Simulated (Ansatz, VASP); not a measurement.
# Bi: VASP beside Ansatz

POSCAR

```
Bi
1.0
   -1.9945529707      1.9945529707      1.9945529707
    1.9945529707     -1.9945529707      1.9945529707
    1.9945529707      1.9945529707     -1.9945529707
Bi
1
Direct
    0.0000000000      0.0000000000      0.0000000000
```

File INCAR.step1:

```
  PREC = Accurate
  ENCUT = 520
  EDIFF = 1E-5
  ISMEAR = -1
  SIGMA = 0.05
  LREAL = False
  LASPH = True
  NELM = 100
  ALGO = Normal
  ISIF = 2
  LWAVE = True
  LCHARG = False
  GGA = PE
  NBANDS = 14
```

The input INCAR.step2:

```
  PREC = Accurate
  ENCUT = 520
  EDIFF = 1E-6
  ISMEAR = -1
  SIGMA = 0.05
  LREAL = False
  LASPH = True
  NELM = 100
  ALGO = Normal
  ISIF = 2
  LWAVE = False
  LCHARG = False
  GGA = B5
  LHFCALC = True
  AEXX = 0.2
  AGGAX = 0.72
  AGGAC = 0.81
  ALDAC = 0.19
  PRECFOCK = Normal
  HFRCUT = -1
  ISTART = 1
  NBANDS = 14
```

KPOINTS

```
regular mesh
0
Gamma
  5 5 5
```

File input.yaml:

```yaml
crystal:
  lattice:
    - [-1.9945529707, 1.9945529707, 1.9945529707]
    - [1.9945529707, -1.9945529707, 1.9945529707]
    - [1.9945529707, 1.9945529707, -1.9945529707]
  atoms:
    - { symbol: Bi, position: [0.0, 0.0, 0.0] }
hamiltonian:
  xc: b3lyp5
  pseudopotentials: { kind: paw }
kpoints:
  mp_grid: { grid: [5, 5, 5] }
scf:
  occupations: { method: fermi_dirac, width: 0.05 }
output:
  forces: true
  stress: true
  eigenvalues: true
  write_density: true
  write_potential: true
  elf: true
  volumetric_format: npy
```

This isn't the form of Bi at room conditions, which is rhombohedral.

Alike in both runs: task single point; functional B3LYP5; k mesh 5 × 5 × 5; occupations fermi-dirac, width 0.05 eV; no spin polarisation.

|  | VASP | Ansatz |
| --- | --- | --- |
| version | VASP 6.6.1 | Ansatz 0.2.0 |
| potentials or method | VASP PAW PBE potentials, release 64 (Bi_d) | Ansatz PAW |
| plane-wave cutoff (eV) | 520 | 420 |
| valence electrons in the cell | 15 | 15 |

VASP gave:

```
gap on the k mesh at the Fermi level (eV) : none
pressure (GPa)                            : 0.7
```

Question: Which values does Ansatz return?

Answer: gap on the k mesh at the Fermi level (eV): none; pressure (GPa): 2.0.

A gap of «none» marks a metal or a gap that the smearing closes.

Caveats: the k mesh is coarse (spacing up to 0.45 Å⁻¹), so the values aren't converged, least of all with exact exchange; spin-orbit coupling is left out, which moves the levels of the heavy elements; the PAW data sets were made with another functional, which shifts forces and pressure a little (VASP); the PAW data sets come from PBE, with cores solved anew for the run's functional, which leaves a small shift of forces and pressure (Ansatz); the thresholds are loose for stress (Ansatz).
